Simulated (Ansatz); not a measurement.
# CuO: the cost of one run

Method: DFT PBE+U (U_eff = 3 eV on Cu d), plane waves, PAW, in Ansatz 0.2.0.

### 1 The starting structure

The structure is monoclinic, space group Cc (No. 9). The conventional cell has a = 4.689 Å, b = 3.427 Å, c = 5.132 Å, α = 90.00°, β = 99.65°, γ = 90.00°. Around Cu (site symmetry 1) lie 4 O at 1.91 to 2.02 Å. O (site symmetry 1) has 4 Cu at 1.91 to 2.02 Å as nearest neighbours.

Structure file:

```
Cu O
1.0
     2.34465   -1.71340    0.00000
     2.34465    1.71340    0.00000
    -1.72110    0.00000   10.11888
Cu O
4 4
Direct
  0.00320 0.49680 0.00000
  0.49680 0.00320 0.25000
  0.00320 0.49680 0.50000
  0.49680 0.00320 0.75000
  0.57140 0.40560 0.12685
  0.40560 0.57140 0.37685
  0.57140 0.40560 0.62685
  0.40560 0.57140 0.87685
```

Magnetic order typed: antiferromagnetic, doubled cell 0 0 1/2.

An earlier series on this cell reached its lowest free state from «random orbitals: single harmonics, first filling», perhaps among other starts.

### 2 Random orbitals: single harmonics, second filling

input.yaml reads:

```yaml
crystal:
  lattice:
    - [2.34464976, -1.71339982, 0.0]
    - [2.34464976, 1.71339982, 0.0]
    - [-1.72109982, 0.0, 10.11887896]
  atoms:
    - { symbol: Cu, position: [0.0032, 0.4968, 0.0], spin: 1.0 }
    - { symbol: Cu, position: [0.4968, 0.0032, 0.25], spin: 1.0 }
    - { symbol: O, position: [0.5714, 0.4056, 0.12685] }
    - { symbol: O, position: [0.4056, 0.5714, 0.37685] }
    - { symbol: Cu, position: [0.0032, 0.4968, 0.5], spin: -1.0 }
    - { symbol: Cu, position: [0.4968, 0.0032, 0.75], spin: -1.0 }
    - { symbol: O, position: [0.5714, 0.4056, 0.62685] }
    - { symbol: O, position: [0.4056, 0.5714, 0.87685] }
basis:
  ecutwfc: 420
  ecutrho_ratio: 4
kpoints:
  mp_grid: { grid: [7, 7, 2] }
hamiltonian:
  xc: pbe
  hubbard:
    sites:
      - { site: 0, l: d, u_eff: 3.0, starting_ns: [{ spin: up, occupation_matrix: s0up }, { spin: down, occupation_matrix: s0down }] }
      - { site: 1, l: d, u_eff: 3.0, starting_ns: [{ spin: up, occupation_matrix: s1up }, { spin: down, occupation_matrix: s1down }] }
      - { site: 4, l: d, u_eff: 3.0, starting_ns: [{ spin: up, occupation_matrix: s4up }, { spin: down, occupation_matrix: s4down }] }
      - { site: 5, l: d, u_eff: 3.0, starting_ns: [{ spin: up, occupation_matrix: s5up }, { spin: down, occupation_matrix: s5down }] }
    occupation_matrices:
      s0up:
        matrix:
          - [0.97, 0.0, 0.0, 0.0, 0.0]
          - [0.0, 0.97, 0.0, 0.0, 0.0]
          - [0.0, 0.0, 0.97, 0.0, 0.0]
          - [0.0, 0.0, 0.0, 0.97, 0.0]
          - [0.0, 0.0, 0.0, 0.0, 0.97]
      s0down:
        matrix:
          - [0.97, 0.0, 0.0, 0.0, 0.0]
          - [0.0, 0.97, 0.0, 0.0, 0.0]
          - [0.0, 0.0, 0.02, 0.0, 0.0]
          - [0.0, 0.0, 0.0, 0.97, 0.0]
          - [0.0, 0.0, 0.0, 0.0, 0.97]
      s1up:
        matrix:
          - [0.97, 0.0, 0.0, 0.0, 0.0]
          - [0.0, 0.97, 0.0, 0.0, 0.0]
          - [0.0, 0.0, 0.97, 0.0, 0.0]
          - [0.0, 0.0, 0.0, 0.97, 0.0]
          - [0.0, 0.0, 0.0, 0.0, 0.97]
      s1down:
        matrix:
          - [0.97, 0.0, 0.0, 0.0, 0.0]
          - [0.0, 0.02, 0.0, 0.0, 0.0]
          - [0.0, 0.0, 0.97, 0.0, 0.0]
          - [0.0, 0.0, 0.0, 0.97, 0.0]
          - [0.0, 0.0, 0.0, 0.0, 0.97]
      s4up:
        matrix:
          - [0.97, 0.0, 0.0, 0.0, 0.0]
          - [0.0, 0.97, 0.0, 0.0, 0.0]
          - [0.0, 0.0, 0.02, 0.0, 0.0]
          - [0.0, 0.0, 0.0, 0.97, 0.0]
          - [0.0, 0.0, 0.0, 0.0, 0.97]
      s4down:
        matrix:
          - [0.97, 0.0, 0.0, 0.0, 0.0]
          - [0.0, 0.97, 0.0, 0.0, 0.0]
          - [0.0, 0.0, 0.97, 0.0, 0.0]
          - [0.0, 0.0, 0.0, 0.97, 0.0]
          - [0.0, 0.0, 0.0, 0.0, 0.97]
      s5up:
        matrix:
          - [0.97, 0.0, 0.0, 0.0, 0.0]
          - [0.0, 0.97, 0.0, 0.0, 0.0]
          - [0.0, 0.0, 0.97, 0.0, 0.0]
          - [0.0, 0.0, 0.0, 0.97, 0.0]
          - [0.0, 0.0, 0.0, 0.0, 0.02]
      s5down:
        matrix:
          - [0.97, 0.0, 0.0, 0.0, 0.0]
          - [0.0, 0.97, 0.0, 0.0, 0.0]
          - [0.0, 0.0, 0.97, 0.0, 0.0]
          - [0.0, 0.0, 0.0, 0.97, 0.0]
          - [0.0, 0.0, 0.0, 0.0, 0.97]
    ns_hold: { iters: 12 }
scf:
  occupations: { method: gaussian, width: 0.05 }
  lower_state_search: "off"
  max_iter: 150
output:
  forces: true
  stress: true
  eigenvalues: true
  populations: true
  hubbard:
    sites:
      - { site: 0, l: d }
      - { site: 1, l: d }
      - { site: 4, l: d }
      - { site: 5, l: d }
magnetization:
  spin_polarized: true
```

The typed matrices put 0.97 on the chosen orbitals and 0.02 on the others, and are held for 12 cycles.

Started as:

```
$ ansatz run input.yaml --threads 4 --pin off --max-ram 6144MiB --backend cpu --events-out ev --progress --plain --runs-dir out
```

What time and memory should one allow on 4 threads of Arm Neoverse V1, shared host?

About 59 s, with a peak of 0.72 GiB.
